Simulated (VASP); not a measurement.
# A VASP 6.6.1 single-point calculation on SrCl2

INCAR

```
LCHARG = .FALSE.
SIGMA = 0.02
IBRION = -1
MAGMOM = 1.0 1.0
ISIF = 2
LREAL = .FALSE.
NBANDS = 19
GGA = PE
NELM = 71
NSW = 0
ISMEAR = -1
LWAVE = .FALSE.
ENCUT = 520
LASPH = .TRUE.
ISPIN = 2
PREC = Accurate
EDIFF = 1E-7
```

KPOINTS

```
KPOINTS created by Atomic Simulation Environment
0
Gamma
6 6 6
0 0 0
```

POSCAR

```
Sr Cl
 1.0000000000000000
     0.0000000000000000    3.4977180852999998    3.4977180852999998
     3.4802294948000001    0.0000000000000000    3.4977180852999998
     3.4802294948000001    3.4977180852999998    0.0000000000000000
 Sr  Cl
   1   2
Cartesian
  0.0000000000000000  0.0000000000000000  0.0000000000000000
  1.7401147473999998  1.7488590426499997  1.7488590426499997
  5.2203442422000004  5.2465771279499984  5.2465771279499984
```

The recommended PBE PAW datasets give the neutral cell 24 valence electrons.

Command

```
mpirun -np 1 vasp_std
```

Standard output (part)

```
POSCAR found type information on POSCAR SrCl
 POSCAR found :  2 types and       3 ions
|     EEEEEEE  RRRRRR   RRRRRR   OOOOOOO  RRRRRR      ###     ###     ###     |
|     E        R     R  R     R  O     O  R     R     ###     ###     ###     |
|     E        R     R  R     R  O     O  R     R     ###     ###     ###     |
|     EEEEE    RRRRRR   RRRRRR   O     O  RRRRRR       #       #       #      |
|     E        R    R   R    R   O     O  R    R      ###     ###     ###     |
|     EEEEEEE  R     R  R     R  OOOOOOO  R     R     ###     ###     ###     |
|     ERROR: You have set 2 value(s) for MAGMOM; however for                  |
|     spin-polarized calculations (ISPIN=2), MAGMOM has to be a list of       |
|     NIONS values. NIONS=3 in your calculation.                              |
|       ---->  I REFUSE TO CONTINUE WITH THIS SICK JOB ... BYE!!! <----       |
```

VASP stopped before the first electronic step.

Q: Find the fault in these files.

A: Too few starting moments. VASP stopped before the first electronic step.
